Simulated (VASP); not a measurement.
Runs of VASP 6.6.1 on Te. The structure is trigonal, space group P3_121 (No. 152). Conventional cell: a = 4.312 Å, b = 4.312 Å, c = 5.966 Å, α = 90.00°, β = 90.00°, γ = 120.00°. Around Te (site symmetry 2) lie 6 Te at 2.91 to 3.34 Å. 

```tsv
level	k mesh	cutoff (eV)	smearing	gap on the mesh (eV)	pressure (GPa)	largest force (eV/Å)
r2SCAN	9 × 9 × 6	520	gaussian 0.1 eV	(b)	(a)	0.16
PBEsol	9 × 9 × 6	900	gaussian 0.1 eV	none	0.0	-
PBEsol	9 × 9 × 6	520	gaussian 0.5 eV	none	0.1	0.09
PBEsol	9 × 9 × 6	700	gaussian 0.1 eV	none	0.0	-
PBEsol	15 × 15 × 10	520	gaussian 0.1 eV	none	0.0	0.01
```

Alike in all rows: task single point; potentials or basis VASP PAW PBE potentials, release 64 (Te); no spin polarisation; cell as given.

Question: Fill in the values left out.

Answer: (a) 2.0; (b) 0.14.

Caveats: the PAW data sets were made with another functional, which shifts forces and pressure a little; spin-orbit coupling is left out, which moves the levels of the heavy elements (some runs); an odd mesh through Γ misses points on the zone boundary, where band edges often lie (some runs).

A k mesh can miss the band edges, and the runs leave out spin-orbit coupling on Te.

A gap of «none» marks a metal or a gap under the smearing width.
